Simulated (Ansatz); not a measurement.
# CdS, space group Pmmn: an optical spectrum

With Ansatz 0.2.0, Python API.

The script reads `POSCAR`:
```text
CdS
1.0
   3.89843600    0.00000000    0.00000000
   0.00000000    5.51149200    0.00000000
   0.00000000    0.00000000    3.89810400
Cd S
2 2
Direct
   0.50000000    0.50000000    0.24302600
   0.00000000    0.00000000    0.75697400
   0.50000000    0.00000000    0.25516300
   0.00000000    0.50000000    0.74483700
```

Notebook, run cell by cell (the value of a cell's last expression is shown):

**Cell 1**
```python
import ansatz as az
from ase.io import read
import matplotlib.pyplot as plt
import numpy as np
```

**Cell 2**
```python
FILLING = "fermi_dirac"
MESH = (6, 4, 6)
CUTOFF_EV = 420
```

**Cell 3**
```python
atoms = read("POSCAR", format="vasp")
cds = az.Crystal.from_ase(atoms)
```

**Cell 4**
```python
cds.resolved().sites[-1]
```
Output:
```text
Site(symbol='S', position=(0.0, 0.5, 0.744837), moment=None, axis=None, held=None, saved=None)
```

**Cell 5**
```python
setup = (
    cds.calculation()
    .functional(az.Functional.PBESOL)
    .occupations(FILLING)
    .kpoints(*MESH)
    .basis(CUTOFF_EV)
    .optics(energy_step=0.1, nscf_kmesh=(6, 4, 6))
)
outcome = setup.run()
spectra = outcome.optics()
energy, filling = np.asarray(spectra.photon_energy_ev), spectra.band_filling
gapped = filling.kind == "insulating"
eps1 = np.asarray(filling.eps1 if gapped else filling.eps1_interband)[:3].mean(axis=0)
eps2 = np.asarray(filling.eps2 if gapped else filling.eps2_interband)[:3].mean(axis=0)
print("filling:", filling.kind, "- valid up to", round(spectra.valid_up_to_ev, 2), "eV,", spectra.n_bands, "bands")
top = min(12, spectra.valid_up_to_ev)
# mean of xx, yy and zz; between bands only where the bands are partly filled
shown = energy <= top
plt.figure(figsize=(4.8, 3.2))
plt.plot(energy[shown], eps1[shown], label="eps1")
plt.plot(energy[shown], eps2[shown], label="eps2")
plt.xlabel("photon energy (eV)")
plt.legend()
plt.tight_layout()
plt.savefig("optics.png", dpi=100)
peak = int(np.argmax(np.where(shown & (energy > 0.3), eps2, 0)))
print(f"strongest absorption at {energy[peak]:.2f} eV, eps2 = {eps2[peak]:.2f}")
if gapped:
    print("eps_inf, bands beyond those summed included:", np.round(filling.eps_inf[:3], 3))
print("f-sum electrons:", np.round(filling.get("f_sum_n_eff"), 3))
```
Output:
```text
filling: insulating - valid up to 5.49 eV, 32 bands
strongest absorption at 4.20 eV, eps2 = 23.05
eps_inf, bands beyond those summed included: [9.98  9.998 9.984]
f-sum electrons: [12.466 12.479 12.468]
```

Notes:
- The gap on the mesh is very small: such values hang on mesh and functional, which can close or open them.
- Averages over directions belong to no single polarisation, least of all in layered crystals.
- The structure comes from a database of computed cells and needn't be a stable or known phase.
- Independent-particle spectra on Kohn-Sham bands hold no excitons, and semilocal gaps are too small.
- Hardware and time: 74 s on 1 thread of Arm Neoverse V1, on a shared host, peak memory 0.97 GiB.
